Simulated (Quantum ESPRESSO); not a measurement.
# HfO2 (Fm-3m) in Quantum ESPRESSO: convergence with wavefunction cutoff

Aim: find how far wavefunction cutoff must go before the results for HfO2 settle, at LDA. This setting moves, with any that are tied to it; all else stays.

Everything below comes from runs of Quantum ESPRESSO 7.5. Logs are shortened: lines on timing, memory, paths and dates and some standing lists are left out, and cuts for length are marked.

**1. Starting point**

It takes space group Fm-3m (No. 225, cubic). Conventional cell: a = 5.115 Å, b = 5.115 Å, c = 5.115 Å, α = 90.00°, β = 90.00°, γ = 90.00°. Hf (site symmetry m-3m) has 8 O at 2.21 Å as nearest neighbours. O (site symmetry -43m) is surrounded by 4 Hf at 2.21 Å.

Measurements of this composition are mostly on another form, of space group No. 14.

**2. With wavefunction cutoff 53 Ry**

The input, pw.in:

```
&CONTROL
  calculation = 'scf'
  prefix = 'pwscf'
  outdir = './tmp'
  pseudo_dir = './pseudo'
  tprnfor = .true.
  tstress = .true.
  disk_io = 'nowf'
/
&SYSTEM
  ibrav = 0
  nat = 3
  ntyp = 2
  ecutwfc = 53
  nbnd = 27
  occupations = 'smearing'
  smearing = 'fd'
  degauss = 0.00734986
/
&ELECTRONS
  conv_thr = 6d-10
  electron_maxstep = 120
  mixing_beta = 0.5
/
ATOMIC_SPECIES
Hf   178.4900 Hf.upf
O     15.9990 O.upf
CELL_PARAMETERS angstrom
   0.0000000000    2.5575000000    2.5575000000
   2.5575000000    0.0000000000    2.5575000000
   2.5575000000    2.5575000000    0.0000000000
ATOMIC_POSITIONS crystal
Hf     0.0000000000    0.0000000000    0.0000000000
O      0.7500000000    0.7500000000    0.7500000000
O      0.2500000000    0.2500000000    0.2500000000
K_POINTS automatic
9 9 9 0 0 0
```

Potentials or basis: PseudoDojo 0.4.1 SR LDA stringent.

Command:

```
> OMP_NUM_THREADS=1 pw.x -in pw.in > pw.out
```

pw.out:

```text
This program is part of the open-source Quantum ESPRESSO suite
     for quantum simulation of materials; please cite
[... 9 lines left out ...]
     --------------------
     sticks:   dense  smooth     PW     G-vecs:    dense   smooth      PW
     Sum         673     673    211                11791    11791    2085

     Using Slab Decomposition

     bravais-lattice index     =            0
     lattice parameter (alat)  =       6.8349  a.u.
     unit-cell volume          =     225.7738 (a.u.)^3
     number of atoms/cell      =            3
     number of atomic types    =            2
     number of electrons       =        38.00
     number of Kohn-Sham states=           27
     kinetic-energy cutoff     =      53.0000  Ry
     charge density cutoff     =     212.0000  Ry
     scf convergence threshold =      6.0E-10
     mixing beta               =       0.5000
     number of iterations used =            8  plain     mixing
     Exchange-correlation= SLA  PW   NOGX NOGC
                           (   1   4   0   0   0   0   0)

     celldm(1)=   6.834858  celldm(2)=   0.000000  celldm(3)=   0.000000
     celldm(4)=   0.000000  celldm(5)=   0.000000  celldm(6)=   0.000000

     crystal axes: (cart. coord. in units of alat)
               a(1) = (   0.000000   0.707107   0.707107 )
               a(2) = (   0.707107   0.000000   0.707107 )
               a(3) = (   0.707107   0.707107   0.000000 )

     reciprocal axes: (cart. coord. in units 2 pi/alat)
               b(1) = ( -0.707107  0.707107  0.707107 )
               b(2) = (  0.707107 -0.707107  0.707107 )
               b(3) = (  0.707107  0.707107 -0.707107 )

     PseudoPot. # 1 for Hf read from file:
     Hf.upf
     Pseudo is Norm-conserving + core correction, Zval = 26.0
     Generated using ONCVPSP code by D. R. Hamann
     Using radial grid of 1618 points,  8 beta functions with:
                l(1) =   0
                l(2) =   0
                l(3) =   1
                l(4) =   1
                l(5) =   2
                l(6) =   2
                l(7) =   3
                l(8) =   3

     PseudoPot. # 2 for O  read from file:
     O.upf
     Pseudo is Norm-conserving + core correction, Zval =  6.0
     Generated using ONCVPSP code by D. R. Hamann
     Using radial grid of  926 points,  5 beta functions with:
                l(1) =   0
                l(2) =   0
                l(3) =   1
                l(4) =   1
                l(5) =   2

     atomic species   valence    mass     pseudopotential
     Hf               26.00   178.49000     Hf( 1.00)
     O                 6.00    15.99900     O ( 1.00)

     48 Sym. Ops., with inversion, found

   Cartesian axes

     site n.     atom                  positions (alat units)
         1        Hf     tau(   1) = (   0.0000000   0.0000000   0.0000000  )
         2        O      tau(   2) = (   1.0606602   1.0606602   1.0606602  )
         3        O      tau(   3) = (   0.3535534   0.3535534   0.3535534  )

     number of k points=    35  Fermi-Dirac smearing, width (Ry)=  0.0073
                       cart. coord. in units 2pi/alat
        k(    1) = (   0.0000000   0.0000000   0.0000000), wk =   0.0027435
        k(    2) = (   0.0785674   0.0785674  -0.0785674), wk =   0.0219479
        k(    3) = (   0.1571348   0.1571348  -0.1571348), wk =   0.0219479
        k(    4) = (   0.2357023   0.2357023  -0.2357023), wk =   0.0219479
        k(    5) = (   0.3142697   0.3142697  -0.3142697), wk =   0.0219479
        k(    6) = (   0.1571348   0.0000000  -0.0000000), wk =   0.0164609
[... 27 lines left out ...]
        k(   34) = (  -0.0000000  -0.4714045   0.6285394), wk =   0.0658436
        k(   35) = (  -0.0785674  -0.3928371   0.7071068), wk =   0.0658436

     Dense  grid:    11791 G-vectors     FFT dimensions: (  32,  32,  32)

     Check: negative core charge=   -0.000110

     Initial potential from superposition of free atoms

     starting charge      37.9985, renormalised to      38.0000
     Starting wfcs are   25 randomized atomic wfcs +    2 random wfcs

     Self-consistent Calculation

     iteration #  1     ecut=    53.00 Ry     beta= 0.50
     Davidson diagonalization with overlap
     ethr =  1.00E-02,  avg # of iterations =  5.2

     total energy              =    -579.56849565 Ry
     estimated scf accuracy    <      55.44209771 Ry

     iteration #  2     ecut=    53.00 Ry     beta= 0.50
     Davidson diagonalization with overlap
     ethr =  1.00E-02,  avg # of iterations =  4.0

     total energy              =    -604.75653496 Ry
     estimated scf accuracy    <      88.04368694 Ry

     iteration #  3     ecut=    53.00 Ry     beta= 0.50
     Davidson diagonalization with overlap
     ethr =  1.00E-02,  avg # of iterations =  2.9
[... 57 lines left out ...]
     total energy              =    -611.04849669 Ry
     estimated scf accuracy    <       0.00000003 Ry

     iteration # 12     ecut=    53.00 Ry     beta= 0.50
     Davidson diagonalization with overlap
     ethr =  7.50E-11,  avg # of iterations =  1.7

     total energy              =    -611.04849670 Ry
     estimated scf accuracy    <          1.9E-09 Ry

     iteration # 13     ecut=    53.00 Ry     beta= 0.50
     Davidson diagonalization with overlap
     ethr =  5.11E-12,  avg # of iterations =  2.0

     End of self-consistent calculation

          k = 0.0000 0.0000 0.0000 (  1459 PWs)   bands (ev):

   -58.8276 -22.3433 -22.3433 -22.3433  -3.9483  -1.0055   7.7929   7.7929
     7.7929   7.9996   9.3113   9.3113   9.3113  10.0139  10.0139  10.0139
    14.0723  14.0723  14.0723  17.1894  17.1894  19.6699  22.9343  22.9343
    22.9343  27.8119  27.8119

          k = 0.0786 0.0786-0.0786 (  1450 PWs)   bands (ev):

   -58.8266 -22.3591 -22.3452 -22.3452  -3.8202  -1.1148   8.0810   8.6060
     8.6060   8.7811   9.3577   9.3577   9.7505   9.9418   9.9418  10.1012
    13.6941  13.8392  13.8392  17.4244  17.4244  20.1867  22.4668  22.7647
    22.7647  27.3356  28.2205

          k = 0.1571 0.1571-0.1571 (  1465 PWs)   bands (ev):

   -58.8257 -22.4009 -22.3506 -22.3506  -3.4788  -1.3937   8.1922   8.3994
     8.3994   8.4004   8.5625   8.5625   9.7996   9.7996  10.1917  10.5841
    12.7822  13.3350  13.3350  17.7866  17.7866  20.6681  22.1603  22.4099
    22.4099  26.4622  29.2879
[... 213 lines left out ...]
   -58.8222 -22.4583 -22.4168 -22.3854  -2.1903  -2.1450   7.5431   8.1465
     8.3684   8.6556   8.8108   8.8888   9.0816   9.2169  10.2246  11.4578
    12.3110  13.0170  14.6626  17.8624  18.3775  19.7726  20.3356  21.1191
    26.5865  26.7162  28.2451

          k =-0.0786-0.3928 0.7071 (  1472 PWs)   bands (ev):

   -58.8224 -22.4463 -22.4262 -22.3861  -2.2174  -2.1319   7.5566   7.9402
     8.4420   8.5327   8.7588   8.8015   9.2777   9.3348   9.7094  11.6531
    12.0609  13.0761  14.5414  18.1372  18.2193  19.9672  20.1412  21.1387
    26.2612  26.6237  29.5142

     the Fermi energy is    16.0145 ev

!    total energy              =    -611.04849670 Ry
     estimated scf accuracy    <          5.8E-11 Ry
     smearing contrib. (-TS)   =      -0.00000006 Ry
     internal energy E=F+TS    =    -611.04849664 Ry

     The total energy is F=E-TS. E is the sum of the following terms:
     one-electron contribution =    -287.00866160 Ry
     hartree contribution      =     183.92007555 Ry
     xc contribution           =     -93.27268308 Ry
     ewald contribution        =    -414.68722750 Ry

     convergence has been achieved in  13 iterations

     Forces acting on atoms (cartesian axes, Ry/au):

     atom    1 type  1   force =     0.00000000    0.00000000   -0.00000000
     atom    2 type  2   force =     0.00000000   -0.00000000    0.00000000
     atom    3 type  2   force =    -0.00000000    0.00000000   -0.00000000

     Total force =     0.000000     Total SCF correction =     0.000000

     Computing stress (Cartesian axis) and pressure

          total   stress  (Ry/bohr**3)                   (kbar)     P=   -35525.37
  -0.24149655   0.00000000  -0.00000000       -35525.37        0.00       -0.00
   0.00000000  -0.24149655  -0.00000000            0.00   -35525.37       -0.00
  -0.00000000   0.00000000  -0.24149655           -0.00        0.00   -35525.37

=------------------------------------------------------------------------------=
   JOB DONE.
=------------------------------------------------------------------------------=
```

Wall time 22 s (1 thread of Arm Neoverse V1, shared host); peak memory 0.06 GiB.

Results:

| Item | Value |
| --- | --- |
| Free energy | -8313.7383 eV |
| Pressure | -3552.5 GPa |
| Band gap on the k mesh | 2.43 eV, indirect (least direct gap 2.68 eV) |

**3. With wavefunction cutoff 66 Ry**

Changes to pw.in since step 2:

```diff
@@ -13,3 +13,3 @@
   ntyp = 2
-  ecutwfc = 53
+  ecutwfc = 66
   nbnd = 27
```

Potentials or basis: PseudoDojo 0.4.1 SR LDA stringent.

Command:

```
> OMP_NUM_THREADS=1 pw.x -in pw.in > pw.out
```

Wall time 32 s (1 thread of Arm Neoverse V1, shared host); peak memory 0.08 GiB.

Results:

```
Free energy            : -8513.6079 eV
Pressure               : -2242.7 GPa
Band gap on the k mesh : 3.28 eV, indirect (least direct gap 3.41 eV)
```

**4. With wavefunction cutoff 79 Ry**

Changes to pw.in since step 3:

```diff
@@ -13,3 +13,3 @@
   ntyp = 2
-  ecutwfc = 66
+  ecutwfc = 79
   nbnd = 27
```

Command:

```
> OMP_NUM_THREADS=1 pw.x -in pw.in > pw.out
```

Wall time 43 s (1 thread of Arm Neoverse V1, shared host); peak memory 0.1 GiB.

Results:

* Free energy: -8603.7597 eV
* Pressure: -1030.9 GPa
* Band gap on the k mesh: 3.53 eV, indirect (least direct gap 3.66 eV)

**5. With wavefunction cutoff 92 Ry**

Changes to pw.in since step 4:

```diff
@@ -13,3 +13,3 @@
   ntyp = 2
-  ecutwfc = 79
+  ecutwfc = 92
   nbnd = 27
```

Command:

```
> OMP_NUM_THREADS=1 pw.x -in pw.in > pw.out
```

Run time: 66 s. Hardware: 1 thread of Arm Neoverse V1, shared host; peak memory 0.12 GiB.

What came out:

| Item | Value |
| --- | --- |
| Free energy | -8633.1327 eV |
| Pressure | -313.6 GPa |
| Band gap on the k mesh | 3.60 eV, indirect (least direct gap 3.72 eV) |

**6. With wavefunction cutoff 106 Ry**

Changes to pw.in since step 5:

```diff
@@ -13,3 +13,3 @@
   ntyp = 2
-  ecutwfc = 92
+  ecutwfc = 106
   nbnd = 27
```

Potentials or basis: PseudoDojo 0.4.1 SR LDA stringent.

Command:

```
> OMP_NUM_THREADS=1 pw.x -in pw.in > pw.out
```

It took 88 s on 1 thread of Arm Neoverse V1, shared host; peak memory 0.14 GiB.

Results (log left out):

```yaml
Free_energy: -8639.3882 eV
Pressure: -60.0 GPa
Band_gap_on_the_k_mesh: 3.62 eV, indirect (least direct gap 3.74 eV)
```

**7. With wavefunction cutoff 119 Ry**

Changes to pw.in since step 6:

```diff
@@ -13,3 +13,3 @@
   ntyp = 2
-  ecutwfc = 106
+  ecutwfc = 119
   nbnd = 27
```

Command:

```
> OMP_NUM_THREADS=1 pw.x -in pw.in > pw.out
```

Run time: 2.2 min. Hardware: 1 thread of Arm Neoverse V1, shared host; peak memory 0.16 GiB.

It converged, with:

- Free energy: -8639.9960 eV
- Pressure: -20.3 GPa
- Band gap on the k mesh: 3.62 eV, indirect (least direct gap 3.74 eV)

**8. With wavefunction cutoff 132 Ry**

Changes to pw.in since step 7:

```diff
@@ -13,3 +13,3 @@
   ntyp = 2
-  ecutwfc = 119
+  ecutwfc = 132
   nbnd = 27
```

Command:

```
> OMP_NUM_THREADS=1 pw.x -in pw.in > pw.out
```

Run time: 2.3 min. Hardware: 1 thread of Arm Neoverse V1, shared host; peak memory 0.18 GiB.

It converged, with:

- Free energy: -8640.0238 eV
- Pressure: -17.2 GPa
- Band gap on the k mesh: 3.62 eV, indirect (least direct gap 3.74 eV)

**9. With wavefunction cutoff 158 Ry**

Changes to pw.in since step 8:

```diff
@@ -13,3 +13,3 @@
   ntyp = 2
-  ecutwfc = 132
+  ecutwfc = 158
   nbnd = 27
```

Potentials or basis: PseudoDojo 0.4.1 SR LDA stringent.

Command:

```
> OMP_NUM_THREADS=1 pw.x -in pw.in > pw.out
```

Wall time 2.9 min (1 thread of Arm Neoverse V1, shared host); peak memory 0.24 GiB.

The run converged. Its results:

```yaml
Free_energy: -8640.0249 eV
Pressure: -17.2 GPa
Band_gap_on_the_k_mesh: 3.62 eV, indirect (least direct gap 3.74 eV)
```

**10. With wavefunction cutoff 198 Ry**

Changes to pw.in since step 9:

```diff
@@ -13,3 +13,3 @@
   ntyp = 2
-  ecutwfc = 158
+  ecutwfc = 198
   nbnd = 27
```

Command:

```
> OMP_NUM_THREADS=1 pw.x -in pw.in > pw.out
```

Wall time 3.8 min (1 thread of Arm Neoverse V1, shared host); peak memory 0.34 GiB.

Results (log left out):

* Free energy: -8640.0255 eV
* Pressure: -17.2 GPa
* Band gap on the k mesh: 3.62 eV, indirect (least direct gap 3.74 eV)

**11. Summary**

```tsv
wavefunction cutoff	energy less the tightest run, at zero smearing (meV/atom)	pressure (GPa)	gap on the mesh (eV)	SCF cycles	CPU time (s)	peak memory (GiB)
53 Ry	108762.39	-3552.54	2.435	13	22	0.06
66 Ry	42139.21	-2242.70	3.283	10	32	0.08
79 Ry	12088.61	-1030.93	3.535	10	43	0.1
92 Ry	2297.60	-313.60	3.604	10	66	0.12
106 Ry	212.44	-60.04	3.618	13	88	0.14
119 Ry	9.84	-20.34	3.619	17	130	0.16
132 Ry	0.57	-17.22	3.619	15	140	0.18
158 Ry	0.19	-17.21	3.619	14	180	0.24
198 Ry	0.00	-17.21	3.619	17	230	0.34
```

Against the tightest run, the energy stays within 1 meV/atom from 132 Ry on; the pressure stays within 0.1 GPa from 132 Ry on; the gap on the mesh stays within 0.01 eV from 106 Ry on. The tightest run that finished is the yardstick and may itself not be fully converged.

Caveats: so large a pressure means that the cell lies far from this level's equilibrium, or that cutoff or potentials fall short; spin-orbit coupling is left out, which moves the levels of the heavy elements; an odd mesh through Γ misses points on the zone boundary, where band edges often lie.
